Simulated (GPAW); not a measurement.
# Pb (Fm-3m) in GPAW: notebook

The runs below take Pb through equation of state, band structure, with PBEsol+D3(BJ), PBE+D4, BLYP, PBE, BP86+D4.

Program: GPAW 26.7.0. These are calculated values, not measurements. Logs are shortened: lines on timing, memory, paths and dates and some standing lists are left out, and cuts for length are marked. The log counts tension as positive stress, the text compression.

## (1) The crystal as given

Symmetry: Fm-3m, No. 225, cubic system. The conventional cell has a = 4.950 Å, b = 4.950 Å, c = 4.950 Å, α = 90.00°, β = 90.00°, γ = 90.00°. Around Pb (site symmetry m-3m) lie 12 Pb at 3.50 Å.

## (2) Equation of state, PBEsol+D3(BJ)

File run.py:

```python
from ase import Atoms
from ase.calculators.mixing import SumCalculator
from ase.eos import EquationOfState
from ase.io import Trajectory
from ase.units import GPa
from dftd3.ase import DFTD3
from gpaw import GPAW, PW, setup_paths

setup_paths.insert(0, '.')

atoms = Atoms(['Pb'],
              cell=[[0.0, 2.47502, 2.47502],
                    [2.47502, 0.0, 2.47502],
                    [2.47502, 2.47502, 0.0]],
              scaled_positions=[[0.0, 0.0, 0.0]],
              pbc=True)

traj = Trajectory('eos.traj', 'w')
volumes, energies = [], []
for x in [0.94, 0.96, 0.98, 1.0, 1.02, 1.04, 1.06]:
    a = atoms.copy()
    a.set_cell(atoms.cell * x**(1 / 3), scale_atoms=True)
    calc = GPAW(mode=PW(600),
                xc='PBEsol',
                kpts={'size': (9, 9, 9), 'gamma': True},
                occupations={'name': 'fermi-dirac', 'width': 0.05},
                nbands=14,
                convergence={'density': 1e-05, 'energy': 1e-05},
                maxiter=150,
                txt=f'eos-{x:.2f}.txt')
    a.calc = SumCalculator([calc, DFTD3(method='pbesol', damping='d3bj')])
    energies.append(a.get_potential_energy())
    volumes.append(a.get_volume())
    p = -a.get_stress()[:3].mean() / GPa
    calc.write(f'eos-{x:.2f}.gpw')
    traj.write(a)
    print(f'{x:.2f} {volumes[-1]:10.4f} A^3 {energies[-1]:14.6f} eV {p:9.3f} GPa', flush=True)

v0, e0, B = EquationOfState(volumes, energies, eos='birchmurnaghan').fit()
print(f'V0 = {v0:.4f} A^3, E0 = {e0:.6f} eV, B0 = {B / GPa:.2f} GPa')
```

Potentials or basis: PAW data sets generated in the run's folder for this functional, pw.

Command:

```
$ gpaw-setup -f PBEsol Pb
$ OMP_NUM_THREADS=1 python run.py
```

The program printed:

```text
__  _  _
 | _ |_)|_||  |
 |__||  | ||/\| - 26.7.0

Input parameters:
  mode=PW(ecut=600.0),
  convergence={'density': 1e-05, 'energy': 1e-05},
  kpts=MonkhorstPack(size=(9, 9, 9), gamma=True),
  maxiter=150,
  nbands=14,
  occupations=Occupations(name='fermi-dirac', width=0.05),
  xc=XC(name='PBEsol')

Diagonalizing LCAO Hamiltonian
Converting LCAO to pw mode

       Pb

Atoms  # Å, Bohr magnetons
|   | symbol |        x |        y |        z |    initial magnetic moments |
|---|--------|----------|----------|----------|-----------------------------|
| 0 |     Pb | 0.000000 | 0.000000 | 0.000000 | ( 0.0000,  0.0000,  0.0000) |

Unit cell  # Å
| periodic |        x |        y |        z |  lengths |    angles |
|----------|----------|----------|----------|----------|-----------|
|      yes | 0.000000 | 2.424495 | 2.424495 | 3.428754 | 60.000000 |
|      yes | 2.424495 | 0.000000 | 2.424495 | 3.428754 | 60.000000 |
|      yes | 2.424495 | 2.424495 | 0.000000 | 3.428754 | 60.000000 |

Number of symmetries: 48
Symmetry operations  # r_c * U_cc + t_c -> r_c
|    | kind |            matrix            |
|----|------|------------------------------|
|  0 |  σ   |  1, 0, 0,  1, 0,-1,  1,-1, 0 |
|  1 |  C2  |  1, 0, 0,  1,-1, 0,  1, 0,-1 |
|  2 |  E   |  1, 0, 0,  0, 1, 0,  0, 0, 1 |
|  3 |  σ   |  1, 0, 0,  0, 0, 1,  0, 1, 0 |
|  4 |  C4  |  1, 0,-1,  1, 0, 0,  1,-1, 0 |
|  5 |  S6  |  1, 0,-1,  1,-1, 0,  1, 0, 0 |
|  6 |  σ   |  1, 0,-1,  0, 1,-1,  0, 0,-1 |
|  7 |  C3  |  1, 0,-1,  0, 0,-1,  0, 1,-1 |
|  8 |  S6  |  1,-1, 0,  1, 0, 0,  1, 0,-1 |
|  9 |  C4  |  1,-1, 0,  1, 0,-1,  1, 0, 0 |
| 10 |  C3  |  1,-1, 0,  0,-1, 1,  0,-1, 0 |
| 11 |  σ   |  1,-1, 0,  0,-1, 0,  0,-1, 1 |
| 12 |  σ   |  0, 1, 0,  1, 0, 0,  0, 0, 1 |
| 13 |  C4  |  0, 1, 0,  0, 1,-1, -1, 1, 0 |
| 14 |  C3  |  0, 1, 0,  0, 0, 1,  1, 0, 0 |
| 15 |  S6  |  0, 1, 0, -1, 1, 0,  0, 1,-1 |
| 16 |  C2  |  0, 1,-1,  1, 0,-1,  0, 0,-1 |
| 17 |  σ   |  0, 1,-1,  0, 1, 0, -1, 1, 0 |
| 18 |  S4  |  0, 1,-1,  0, 0,-1,  1, 0,-1 |
| 19 |  C4  |  0, 1,-1, -1, 1, 0,  0, 1, 0 |
| 20 |  C3  |  0, 0, 1,  1, 0, 0,  0, 1, 0 |
| 21 |  σ   |  0, 0, 1,  0, 1, 0,  1, 0, 0 |
| 22 |  S6  |  0, 0, 1,  0,-1, 1, -1, 0, 1 |
| 23 |  C4  |  0, 0, 1, -1, 0, 1,  0,-1, 1 |
| 24 |  S4  |  0, 0,-1,  1, 0,-1,  0, 1,-1 |
| 25 |  C3  |  0, 0,-1,  0, 1,-1,  1, 0,-1 |
| 26 |  C2  |  0, 0,-1,  0,-1, 0, -1, 0, 0 |
| 27 |  S6  |  0, 0,-1, -1, 0, 0,  0,-1, 0 |
| 28 |  S4  |  0,-1, 1,  1,-1, 0,  0,-1, 0 |
| 29 |  C4  |  0,-1, 1,  0, 0, 1, -1, 0, 1 |
| 30 |  C2  |  0,-1, 1,  0,-1, 0,  1,-1, 0 |
| 31 |  σ   |  0,-1, 1, -1, 0, 1,  0, 0, 1 |
| 32 |  C3  |  0,-1, 0,  1,-1, 0,  0,-1, 1 |
| 33 |  S6  |  0,-1, 0,  0, 0,-1, -1, 0, 0 |
| 34 |  S4  |  0,-1, 0,  0,-1, 1,  1,-1, 0 |
| 35 |  C2  |  0,-1, 0, -1, 0, 0,  0, 0,-1 |
| 36 |  C2  | -1, 1, 0,  0, 1, 0,  0, 1,-1 |
| 37 |  S6  | -1, 1, 0,  0, 1,-1,  0, 1, 0 |
| 38 |  S4  | -1, 1, 0, -1, 0, 1, -1, 0, 0 |
| 39 |  C3  | -1, 1, 0, -1, 0, 0, -1, 0, 1 |
| 40 |  S6  | -1, 0, 1,  0, 0, 1,  0,-1, 1 |
| 41 |  C2  | -1, 0, 1,  0,-1, 1,  0, 0, 1 |
| 42 |  C3  | -1, 0, 1, -1, 1, 0, -1, 0, 0 |
| 43 |  S4  | -1, 0, 1, -1, 0, 0, -1, 1, 0 |
| 44 |  C2  | -1, 0, 0,  0, 0,-1,  0,-1, 0 |
| 45 |  i   | -1, 0, 0,  0,-1, 0,  0, 0,-1 |
| 46 |  σ   | -1, 0, 0, -1, 1, 0, -1, 0, 1 |
| 47 |  C2  | -1, 0, 0, -1, 0, 1, -1, 1, 0 |

BZ-sampling:
  Number of BZ points: 729
  Number of IBZ points: 35

  Monkhorst-Pack size: [9, 9, 9]
  Monkhorst-Pack shift: [0, 0, 0]

K-points  # in reciprocal-cell coordinates
|     |                                coordinates |     weight |
|-----|--------------------------------------------|------------|
|   0 | (  0.00000000,   0.00000000,   0.00000000) | 0.00137174 |
|   1 | (  0.11111111,   0.11111111,   0.00000000) | 0.00823045 |
|   2 | (  0.11111111,   0.11111111,   0.11111111) | 0.01097394 |
|   3 | (  0.22222222,   0.11111111,   0.11111111) | 0.01646091 |
|   4 | (  0.22222222,   0.22222222,   0.00000000) | 0.00823045 |
|   5 | (  0.22222222,   0.22222222,   0.11111111) | 0.03292181 |
|   6 | (  0.22222222,   0.22222222,   0.22222222) | 0.01097394 |
|   7 | (  0.33333333,   0.22222222,   0.11111111) | 0.03292181 |
|   8 | (  0.33333333,   0.22222222,   0.22222222) | 0.03292181 |
|   9 | (  0.33333333,   0.33333333,  -0.33333333) | 0.01646091 |
| ... |                                            |            |
|  34 | (  0.44444444,   0.44444444,   0.44444444) | 0.01097394 |

Plane wave coefficients: 963
Cutoff: 600.0 eV

Spin-components: 1 (collinear spins)
Bands:           14
Projectors:      6
Spin-degeneracy: 2
Datatype:        complex128

Parallelization:
  kpt:    1
  domain: 1
  band:   1

Density:
  Valence electrons: 14.0
  Components: 1
  Grid points: [20 20 20]
  Charge: 0.0  # |e|

Potential:
  Grid points: [20 20 20]

species:
  Pb:
    name:    Lead
    Z:       82.0
    valence: 14
    core:    68
    charge:  0.0  # [|e|]
    compensation charges:
      type: gauss
      rc: 0.38  # [Å]
      lmax: 2
    cutoffs:
      filter: 2.36  # [Å]
      core: 2.43  # [Å]
    projectors
    | kind |    occ | energy [eV] | rcut [Å] |
    |------|--------|-------------|----------|
    |   6s |  2.000 |     -12.024 |    1.259 |
    |   6p |  2.000 |      -3.525 |    1.275 |
    |   5d | 10.000 |     -21.194 |    1.217 |
    |    s |        |      15.187 |    1.259 |
    |    p |        |      23.686 |    1.275 |
    |    d |        |       6.017 |    1.217 |

    Using partial waves for Pb as LCAO basis

Reference energy: -567122.994260  # eV

eigensolver:
  PPCG
  Converge bands: occupied
  niter=2

density mixing:
  MSR1-Mixer
  Pratt-step length: 0.05
  Maximum mixing coefficient: 0.75
  Old densities: 10
  SVD Regularization: 0.005
  Good broyden scale: 1.0
  Trust region scale: 1.0
  Backstep threshold: 4.0
  History deletion threshold: 6.0
  Fourier metric: weight=20.0, sigma=0.015

occupation numbers:
  Fermi-Dirac:
    width: 0.0500  # eV

poisson solver:
  ecut: 4800.0  # eV

xc functional:
  name: PBEsol with 2 nearest neighbor stencil

convergence criteria:
- Maximum integral of absolute [dens]ity change: 1e-05 electrons / valence electron
- Maximum [total energy] change in last 3 cyles: 1e-05 eV / valence electron
- Maximum integral of absolute [eigenst]ate change: 4e-08 eV^2 / valence electron
maximum number of iterations: 150

SCF iterations
|iter     | |      energy | eigst |  dens |
|---------|-|-------------|-------|-------|
|iter:   1| |   -4.275459 | -0.19 |       |
|iter:   2| |   -4.274371 | -2.34 | -1.76 |
|iter:   3| |   -4.257600 | -2.56 | -1.80 |
|iter:   4| |   -4.257301 | -3.61 | -2.33 |
|iter:   5| |   -4.257359 | -4.46 | -2.75 |
|iter:   6| |   -4.257361c| -6.34 | -3.87 |
|iter:   7| |   -4.257361c| -6.77 | -4.32 |
|iter:   8| |   -4.257361c| -8.05c| -5.18c|

Converged in 8 steps
Energy contributions relative to reference atoms: (reference = -567122.994260)

Energy contributions:
  Kinetic:           9.485339
  Coulomb:          -9.113507
  Zero:             -0.014232
  External:          0.000000
  Xc:               -4.613199
  Entropy:          -0.003525
  Spinorbit:         0.000000
  ----------------------------
  Free energy:      -4.259124
  Extrapolated:     -4.257361

dipole moment: (-20.520534, -20.520534, -20.520534)  # |e|*Ang

Fermi level: 7.976
Eigenvalues  # (at kpt = [0.000, 0.000, 0.000])
| band index |      eig [eV] | occ [0-2] |
|------------|---------------|-----------|
|          0 |        -8.871 |     2.000 |
|          1 |        -8.871 |     2.000 |
|          2 |        -8.871 |     2.000 |
|          3 |        -8.700 |     2.000 |
|          4 |        -8.700 |     2.000 |
|          5 |        -3.970 |     2.000 |
|          6 |        16.056 |     0.000 |
|          7 |        16.056 |     0.000 |
|          8 |        16.056 |     0.000 |
|          9 |        18.032 |     0.000 |
|         10 |        20.367 |     0.000 |
|         11 |        21.109 |     0.000 |
|         12 |        21.109 |     0.000 |
|         13 |        21.109 |     0.000 |

No gap
No difference between direct/indirect transitions

Stress tensor  # eV/Ang^3
|         x |         y |         z |
|-----------|-----------|-----------|
| -0.015256 | -0.000000 |  0.000000 |
| -0.000000 | -0.015256 |  0.000000 |
|  0.000000 |  0.000000 | -0.015256 |

# Writing to eos-0.94.gpw (mode='')
```

Run time: 58 s. Hardware: 1 thread of Arm Neoverse V1, shared host; peak memory 0.16 GiB.

Results:

```yaml
Equilibrium_volume: "28.37 Å³/atom (rough: see the caveat)"
Bulk_modulus: 59 GPa (rough)
```

Energy against volume, from the lowest point:
| volume (Å³/atom) | energy (meV/atom) |
| --- | --- |
| 28.503 | 0.00 |
| 29.110 | 3.28 |
| 29.716 | 10.55 |
| 30.323 | 21.37 |
| 30.929 | 35.29 |
| 31.535 | 51.95 |
| 32.142 | 70.85 |

Caveat: the minimum lies outside the volumes run.

## (3) Equation of state, PBE+D4

File run.py:

```python
import spglib
from ase import Atoms
from ase.calculators.mixing import SumCalculator
from ase.eos import EquationOfState
from ase.io import Trajectory, read
from ase.units import GPa
from dftd4.ase import DFTD4
from gpaw import GPAW, PW

atoms = read('Pb.cif')
cell, positions, numbers = spglib.find_primitive(
    (atoms.cell[:], atoms.get_scaled_positions(), atoms.numbers), symprec=1e-4)
atoms = Atoms(numbers, cell=cell, scaled_positions=positions, pbc=True)

traj = Trajectory('eos.traj', 'w')
volumes, energies = [], []
for x in [0.94, 0.96, 0.98, 1.0, 1.02, 1.04, 1.06]:
    a = atoms.copy()
    a.set_cell(atoms.cell * x**(1 / 3), scale_atoms=True)
    calc = GPAW(mode=PW(600),
                xc='PBE',
                kpts={'size': (9, 9, 9), 'gamma': True},
                occupations={'name': 'fermi-dirac', 'width': 0.05},
                nbands=14,
                convergence={'density': 1e-05, 'energy': 1e-05},
                maxiter=150,
                txt=f'eos-{x:.2f}.txt')
    a.calc = SumCalculator([calc, DFTD4(method='pbe')])
    energies.append(a.get_potential_energy())
    volumes.append(a.get_volume())
    p = -a.get_stress()[:3].mean() / GPa
    calc.write(f'eos-{x:.2f}.gpw')
    traj.write(a)
    print(f'{x:.2f} {volumes[-1]:10.4f} A^3 {energies[-1]:14.6f} eV {p:9.3f} GPa', flush=True)

v0, e0, B = EquationOfState(volumes, energies, eos='birchmurnaghan').fit()
print(f'V0 = {v0:.4f} A^3, E0 = {e0:.6f} eV, B0 = {B / GPa:.2f} GPa')
```

File Pb.cif:

```cif
data_Pb
_cell_length_a 4.95004000
_cell_length_b 4.95004000
_cell_length_c 4.95004000
_cell_angle_alpha 90.00000000
_cell_angle_beta 90.00000000
_cell_angle_gamma 90.00000000
_space_group_name_H-M_alt 'Fm-3m'
_space_group_name_Hall '-F 4 2 3'
_space_group_IT_number 225
loop_
_space_group_symop_operation_xyz
'x,y,z'
'-x,-y,-z'
'-y,x,z'
'y,-x,-z'
'-x,-y,z'
'x,y,-z'
'y,-x,z'
'-y,x,-z'
'x,-y,-z'
'-x,y,z'
'-y,-x,-z'
'y,x,z'
'-x,y,-z'
'x,-y,z'
'y,x,-z'
'-y,-x,z'
'z,x,y'
'-z,-x,-y'
'z,-y,x'
'-z,y,-x'
'z,-x,-y'
'-z,x,y'
'z,y,-x'
'-z,-y,x'
'-z,x,-y'
'z,-x,y'
'-z,-y,-x'
'z,y,x'
'-z,-x,y'
'z,x,-y'
'-z,y,x'
'z,-y,-x'
'y,z,x'
'-y,-z,-x'
'x,z,-y'
'-x,-z,y'
'-y,z,-x'
'y,-z,x'
'-x,z,y'
'x,-z,-y'
'-y,-z,x'
'y,z,-x'
'-x,-z,-y'
'x,z,y'
'y,-z,-x'
'-y,z,x'
'x,-z,y'
'-x,z,-y'
'x,y+1/2,z+1/2'
'-x,-y+1/2,-z+1/2'
'-y,x+1/2,z+1/2'
[... 62 lines left out ...]
'-z+1/2,-x,-y+1/2'
'z+1/2,-y,x+1/2'
'-z+1/2,y,-x+1/2'
'z+1/2,-x,-y+1/2'
'-z+1/2,x,y+1/2'
'z+1/2,y,-x+1/2'
'-z+1/2,-y,x+1/2'
'-z+1/2,x,-y+1/2'
'z+1/2,-x,y+1/2'
'-z+1/2,-y,-x+1/2'
'z+1/2,y,x+1/2'
'-z+1/2,-x,y+1/2'
'z+1/2,x,-y+1/2'
'-z+1/2,y,x+1/2'
'z+1/2,-y,-x+1/2'
'y+1/2,z,x+1/2'
'-y+1/2,-z,-x+1/2'
'x+1/2,z,-y+1/2'
'-x+1/2,-z,y+1/2'
'-y+1/2,z,-x+1/2'
'y+1/2,-z,x+1/2'
'-x+1/2,z,y+1/2'
'x+1/2,-z,-y+1/2'
'-y+1/2,-z,x+1/2'
'y+1/2,z,-x+1/2'
'-x+1/2,-z,-y+1/2'
'x+1/2,z,y+1/2'
'y+1/2,-z,-x+1/2'
'-y+1/2,z,x+1/2'
'x+1/2,-z,y+1/2'
'-x+1/2,z,-y+1/2'
'x+1/2,y+1/2,z'
'-x+1/2,-y+1/2,-z'
'-y+1/2,x+1/2,z'
'y+1/2,-x+1/2,-z'
'-x+1/2,-y+1/2,z'
'x+1/2,y+1/2,-z'
'y+1/2,-x+1/2,z'
'-y+1/2,x+1/2,-z'
'x+1/2,-y+1/2,-z'
'-x+1/2,y+1/2,z'
'-y+1/2,-x+1/2,-z'
'y+1/2,x+1/2,z'
'-x+1/2,y+1/2,-z'
'x+1/2,-y+1/2,z'
'y+1/2,x+1/2,-z'
'-y+1/2,-x+1/2,z'
'z+1/2,x+1/2,y'
'-z+1/2,-x+1/2,-y'
'z+1/2,-y+1/2,x'
'-z+1/2,y+1/2,-x'
'z+1/2,-x+1/2,-y'
'-z+1/2,x+1/2,y'
'z+1/2,y+1/2,-x'
'-z+1/2,-y+1/2,x'
'-z+1/2,x+1/2,-y'
'z+1/2,-x+1/2,y'
'-z+1/2,-y+1/2,-x'
'z+1/2,y+1/2,x'
'-z+1/2,-x+1/2,y'
'z+1/2,x+1/2,-y'
'-z+1/2,y+1/2,x'
'z+1/2,-y+1/2,-x'
'y+1/2,z+1/2,x'
'-y+1/2,-z+1/2,-x'
'x+1/2,z+1/2,-y'
'-x+1/2,-z+1/2,y'
'-y+1/2,z+1/2,-x'
'y+1/2,-z+1/2,x'
'-x+1/2,z+1/2,y'
'x+1/2,-z+1/2,-y'
'-y+1/2,-z+1/2,x'
'y+1/2,z+1/2,-x'
'-x+1/2,-z+1/2,-y'
'x+1/2,z+1/2,y'
'y+1/2,-z+1/2,-x'
'-y+1/2,z+1/2,x'
'x+1/2,-z+1/2,y'
'-x+1/2,z+1/2,-y'
loop_
_atom_site_label
_atom_site_type_symbol
_atom_site_symmetry_multiplicity
_atom_site_Wyckoff_symbol
_atom_site_fract_x
_atom_site_fract_y
_atom_site_fract_z
_atom_site_occupancy
Pb1 Pb 4 a 0.0000000000 0.0000000000 0.0000000000 1
```

Potentials or basis: GPAW PAW data sets (gpaw-data 1.2.1), pw.

Command:

```
$ OMP_NUM_THREADS=1 python run.py
```

It took 55 s on 1 thread of Arm Neoverse V1, shared host; peak memory 0.2 GiB.

The run converged. Its results:

```yaml
Equilibrium_volume: 30.22 Å³/atom
Bulk_modulus: 48 GPa
Pressure_derivative_of_the_bulk_modulus: "5.2 (rough: it moves with the points fitted)"
```

Energy against volume, from the lowest point:
```
volume (Å³/atom)  energy (meV/atom)
          28.503              16.31
          29.110               6.54
          29.716               1.28
          30.323               0.00
          30.929               2.32
          31.535               7.78
          32.142              15.92
```

Spin-orbit coupling is left out, which matters for the levels of Pb.

[end of part 1 of 2]
